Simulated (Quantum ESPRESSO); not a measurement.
## BAs: equation of state with r2SCAN

**The experiment to reproduce.**

From “Basic Physical Properties of Cubic Boron Arsenide”, 2019, arxiv:1911.11281, for a bulk crystal of BAs: bulk modulus 148 GPa.

BAs:

```
CELL_PARAMETERS angstrom
0.00000 2.38850 2.38850
2.38850 0.00000 2.38850
2.38850 2.38850 0.00000
ATOMIC_POSITIONS crystal
As 0.75000 0.75000 0.75000
B 0.00000 0.00000 0.00000
```

```json
{
 "Program": "Quantum ESPRESSO 7.5",
 "Task": "equation of state",
 "Functional": "r2SCAN",
 "Potentials or basis": "SG15 PBE 1.2",
 "Cutoff": "952 eV",
 "Density cutoff": "3810 eV",
 "k mesh": "8 × 8 × 8",
 "Occupations": "fermi-dirac, width 0.05 eV",
 "Spin": "no spin polarisation",
 "Symmetry": "off",
 "Mixing beta": "0.5",
 "Most SCF iterations": "120",
 "SCF threshold": "1e-08 Ry"
}
```

```json
{
 "Equilibrium volume": "13.82 Å³/atom",
 "Bulk modulus": "134 GPa",
 "Pressure derivative of the bulk modulus": "4.0"
}
```

Energy against volume, from the lowest point:
```
volume (Å³/atom)  energy (meV/atom)
          12.809              34.97
          13.081              17.95
          13.354               6.81
          13.626               0.99
          13.899               0.00
          14.171               3.37
          14.444              10.68
```

All runs of the series together: 120 s on 4 threads of AMD EPYC 9R45 96-Core Processor (Zen 5), with other jobs on the host.

Against the measured bulk modulus of BAs, 148 GPa (quoted in “Basic Physical Properties of Cubic Boron Arsenide”, 2019, arxiv:1911.11281), the calculated 134 GPa is off by -9.7 %. The fit is for a static lattice scaled at fixed shape and fixed fractional positions.

Caveat: the potentials were made for another functional, which shifts forces and pressure.
